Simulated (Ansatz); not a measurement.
The following input was run with Ansatz 0.2.0.

```yaml
crystal:
  lattice:
    - [-0.0345303, 1.9729164, 1.9448821]
    - [1.9852588, 0.0, 1.9103518]
    - [2.0197891, 1.9729164, -0.0345303]
  atoms:
    - { symbol: Ti, position: [0.0, 0.0, 0.0] }
basis:
  ecutwfc: 420
kpoints:
  mp_grid: { grid: [16, 16, 16] }
hamiltonian:
  xc: pbe
scf:
  occupations: { method: gaussian, width: 0.1 }
output:
  forces: true
  stress: true
  eigenvalues: true
```

It can be run as
```bash
ansatz run input.yaml --threads 1 --pin off --backend cpu --events-out ev --progress --plain --runs-dir out  # memory cap (--max-ram) not shown
```

Computed with Ansatz 0.2.0, DFT PBE, scalar-relativistic, plane waves, PAW.

Part of what the program printed, abridged:

```
Pseudopotentials: kind: paw
Pseudopotential: Ti, paw, valence charge 12, recommended cutoff 420 eV (normal)
Functional definition: PBE
Crystal: 1 atom, lattice volume = 15.496 Å³
Basis set: ecut = 420 eV, 307 PW (Γ), exchange–correlation on 40×40×40 points (8 copies of the dense FFT grid, shifted against one another)
Bands: 10, of which v1, the nominal top of the filled ones, is band 6 counted from 1 (5 counted from 0)
Symmetry: 4 space group operations
Space group: C2/m (ITA 12), of the structure as read, at distance tolerance 2.5e-5 Å
k-points: 1098 of 4096
Initial density: superposition of atomic densities (neutral atoms: chi_scale 0, normalization atom), corrected by the library's trained network
Initial wavefunctions: pseudopotential atomic-orbital guess
Functional: x = pbe(κ = 0.804, μ = 0.21951497), c = pbe(β = 0.06672455)
SCF iter   1: F=—  HF=-2499.526012 eV  |F-HF|=—  |Δ(HF+E_count)|=         —  Δρ=3.29e-3  dr2=4.38e-4  ethr=1.77e-3  ⟨swp⟩=4.3  Hψ=57176  notcnv=0
SCF iter   2: F=—  HF=-2499.526038 eV  |F-HF|=—  |Δ(HF+E_count)|=   2.59e-5  Δρ=1.64e-3  dr2=1.02e-4  ethr=3.65e-6  ⟨swp⟩=1.4  Hψ=21370  notcnv=0
SCF iter   3: F=—  HF=-2499.526136 eV  |F-HF|=—  |Δ(HF+E_count)|=   9.83e-5  Δρ=1.17e-4  dr2=1.29e-6  ethr=8.53e-7  ⟨swp⟩=2.2  Hψ=12658  notcnv=0
SCF iter   4: F=—  HF=-2499.526136 eV  |F-HF|=—  |Δ(HF+E_count)|=   5.12e-7  Δρ=4.05e-5  dr2=1.57e-7  ethr=1.08e-8  ⟨swp⟩=2.9  Hψ=17894  notcnv=0
SCF iter   5: F=-2499.526136 eV  HF=-2499.526136 eV  |F-HF|=9.10e-9  |Δ(HF+E_count)|=   4.96e-8  Δρ=1.18e-5  dr2=1.79e-8  ethr=1.31e-9  ⟨swp⟩=2.0  Hψ=17491  notcnv=0
SCF iter   6: F=-2499.526136 eV  HF=-2499.526136 eV  |F-HF|=2.23e-11  |Δ(HF+E_count)|=   3.06e-9  Δρ=1.35e-6  dr2=9.04e-11  ethr=1.49e-10  ⟨swp⟩=2.0  Hψ=34006  notcnv=0
SCF 1 converged in 6 iterations: F = -2499.526136 eV  dr2 = 9.04e-11
SCF converged after 6 iterations
Free energy (F): -2499.526136 eV
Harris-Foulkes:  -2499.526136 eV  (|F-HF|=2.23e-11)
Internal energy: -2499.518269 eV  (E = F + TS)
E sigma→0 (E₀):  -2499.522202 eV
Entropy (-TS):   -0.007867 eV (-7.867 meV/atom)
Fermi energy:    15.159621 eV
--- Per-component energies (eV) ---
  E_band       = -133.081509
  E_kinetic    = 275.818758
  E_local      = -750.255857  (includes V_loc(G=0)·N_el)
  E_nonlocal   = 8.533085
  E_hartree    = 314.005617
  E_xc         = -98.459726
  E_vxc        = -123.289940  (∫ρ·V_xc dr)
  E_paw        = -1048.204718  (= ΣΔE_a)
  E_vpaw       = -171.899072  (= ΣTr[D̂ρ^β])
  E_aug_tail   = 0.000130  (compensation charges beyond the density's cutoff)
  E_ewald      = -1200.955558
  E_smearing   = -0.007867  (= −TS)
--- Forces (eV/Å), atoms counted from 1 ---
  atom   1  Ti     0.00000000     0.00000000     0.00000000
--- Stress (GPa, compression-positive) ---
       14.339957       0.000000       2.174314
        0.000000      15.158878       0.000000
        2.174314       0.000000      15.492275
  P = ⅓ Tr σ = 14.9970 GPa (149.970 kbar)
--- Band table (eV; the first three rows and the last of 1098) ---
  k-point 0: bands = ["-41.3163", "-17.0612", "-17.0349", "-17.0081", "8.8653", "15.8288", "16.1144", "16.3597", "17.8430", "18.1915"]
  k-point 1: bands = ["-41.3094", "-17.0923", "-17.0450", "-17.0128", "9.0028", "15.7967", "16.1135", "16.3996", "17.8212", "18.1551"]
  k-point 2: bands = ["-41.2897", "-17.1956", "-17.0585", "-17.0258", "9.4011", "15.6307", "16.1654", "16.5117", "17.7917", "18.0767"]
  k-point 1097: bands = ["-41.0426", "-17.9408", "-17.4185", "-17.3760", "12.1621", "13.0646", "18.9359", "19.2040", "19.5670", "19.6866"]
```

Self-consistency was reached.